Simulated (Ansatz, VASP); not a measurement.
## Ga: VASP beside Ansatz

```xyz
1
Lattice="-1.5636 1.5636 1.5636 1.5636 -1.5636 1.5636 1.5636 1.5636 -1.5636" Properties=species:S:1:pos:R:3 pbc="T T T"
Ga    0.0000    0.0000    0.0000
```

Change from the starting cell: volume scaled by 0.85, LAPW.

Alike in both runs: task single point; functional PBEsol; k mesh 16 × 16 × 16; occupations fermi-dirac, width 0.05 eV; no spin polarisation.

```csv
,VASP,Ansatz
version,VASP 6.6.1,Ansatz 0.2.0
potentials or method,"VASP PAW PBE potentials, release 64 (Ga_d), cutoff 520 eV","all-electron LAPW, scalar-relativistic"
```

```tsv
	VASP	Ansatz	Ansatz less VASP
pressure (GPa)	14.1	14.1	+0.01
```

Ansatz ran all-electron here, so the differences hold the error of VASP's frozen core and of both bases.

Caveats: the PAW data sets were made with another functional, which shifts forces and pressure a little (VASP).
